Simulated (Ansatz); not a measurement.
Stationary points along a deformation path in SnSe2

These are results of DFT PBEsol, scalar-relativistic, plane waves, PAW (Ansatz 0.2.0), not measurements. The runs took a 420 eV cutoff, a Γ-centred 12×12×6 mesh and Gaussian smearing (0.05 eV). No spin polarisation. Energies are free energies at this smearing, counted from the undisturbed cell; pressure is positive in compression.

The starting cell (relaxed at this level):

```yaml
crystal:
  lattice:
    - [3.81892, 0.00000, 0.00000]
    - [-1.90946, 3.30728, 0.00000]
    - [0.00000, 0.00000, 6.14557]
  atoms:
    - { symbol: Sn, position: [0.00000, 0.00000, 0.00000] }
    - { symbol: Se, position: [0.33333, 0.66667, 0.25807] }
    - { symbol: Se, position: [0.66667, 0.33333, 0.74193] }
```

The cell holds layers and no dispersion correction was added, so their binding is poorly described.

At fixed volume and fractional coordinates, lengths along (0.000, 0.000, 1.000) are scaled against those across it; ρ is that ratio over its starting value. V = 25.873 Å³/atom. Δσ is the stress along the axis less the mean stress across it (compression positive).

```
    ρ  ΔE (meV/atom)  Δσ (GPa) space group
0.800          106.4      6.41        P-3m1
0.850           65.4      6.09        P-3m1
0.920           20.6      4.17        P-3m1
0.960            5.4      2.33        P-3m1
1.000            0.0      0.05        P-3m1
1.050            8.3     -3.33        P-3m1
1.100           34.3     -7.13        P-3m1
1.200          134.9    -14.44        P-3m1
1.300          282.5    -19.71        P-3m1
```

Task: How does the stress give the slope of the energy, and where is the energy stationary?

Result: Along the path d ln(length) is 2/3 d ln ρ on the axis and −1/3 d ln ρ across it, so dE/d ln ρ = −(2/3) V Δσ: the energy falls with ρ where Δσ is positive. Δσ vanishes or changes sign between ρ = 1.000 and 1.050, a minimum (near 1.00 by linear interpolation). Pairs of stationary points between two samples would go unseen, and could change a minimum read from distant neighbours into a maximum.

Task: Integrate that slope from ρ = 1 to 1.200 by the trapezoid rule.

Result: With V/N in Å³ and 1 eV/Å³ = 160.2 GPa the slopes at ρ = 1.000, 1.050, 1.100, 1.200 are -5, 358, 767, 1555 meV/atom per unit of ln ρ. The steps add 8.6 + 26.2 + 101.0 = 135.8 meV/atom, against 134.9 from the energies; the trapezoid rule misses the curvature of the slope within each step.

Forces appear on the atoms along this scan, and letting them relax would lower the energy and soften the response. The gap closes along the scan, which can put kinks into the curve.

Cost: 9 runs of about 2.3 core-minutes in all, on Intel Xeon Platinum 8259CL (Skylake/Cascade Lake) (shared hosts).